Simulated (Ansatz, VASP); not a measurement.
## Two plane-wave programs on BeTe

The input INCAR:

```
SYSTEM = BeTe
ALGO = Normal ; EDIFF = 1E-7
ENCUT = 520 ; GGA = PE
ISIF = 2 ; ISMEAR = -1
LASPH = .True. ; LCHARG = .True.
LELF = .True. ; LREAL = .False.
LVHAR = .True. ; LWAVE = .False.
NBANDS = 11 ; NELM = 60
PREC = Accurate ; SIGMA = 0.05
```

The input KPOINTS:

```
k-points
0
Gamma
  8 8 8
  0 0 0
```

Contents of POSCAR:

```
BeTe
1.0
    1.7870000000     -4.7974500000      0.0000000000
    1.7870000000      4.7974500000      0.0000000000
    0.0000000000      0.0000000000      3.5691500000
Be Te
1 1
Direct
    0.5000000000      0.5000000000      0.5000000000
    0.0000000000      0.0000000000      0.0000000000
```

File input.yaml:

```yaml
crystal:
  lattice:
    - [1.787, -4.79745, 0.0]
    - [1.787, 4.79745, 0.0]
    - [0.0, 0.0, 3.56915]
  atoms:
    - { symbol: Be, position: [0.5, 0.5, 0.5] }
    - { symbol: Te, position: [0.0, 0.0, 0.0] }
hamiltonian:
  xc: pbe
  pseudopotentials: { kind: paw }
kpoints:
  mp_grid: { grid: [8, 8, 8] }
scf:
  occupations: { method: fermi_dirac, width: 0.05 }
output:
  forces: true
  stress: true
  eigenvalues: true
```

The cell was built by a generator and needn't be a form met in nature.

Alike in both runs: task single point; functional PBE; k mesh 8 × 8 × 8; occupations fermi-dirac, width 0.05 eV; no spin polarisation.

|  | VASP | Ansatz |
| --- | --- | --- |
| version | VASP 6.6.1 | Ansatz 0.2.0 |
| potentials or method | VASP PAW PBE potentials, release 64 (Be, Te) | Ansatz PAW |
| plane-wave cutoff (eV) | 520 | 420 |
| valence electrons in the cell | 8 | 18 |

|  | VASP | Ansatz | Ansatz less VASP |
| --- | --- | --- | --- |
| gap on the k mesh at the Fermi level (eV) | none | none | - |
| pressure (GPa) | 0.1 | 0.0 | -0.08 |
| largest component of the traceless stress (GPa) | 0.09 | 0.04 | -0.047 |

A gap of «none» marks a metal or a gap that the smearing closes. The two sets of potentials don't hold the same shells in valence.

Spin-orbit coupling is left out, which matters for the levels of Te.
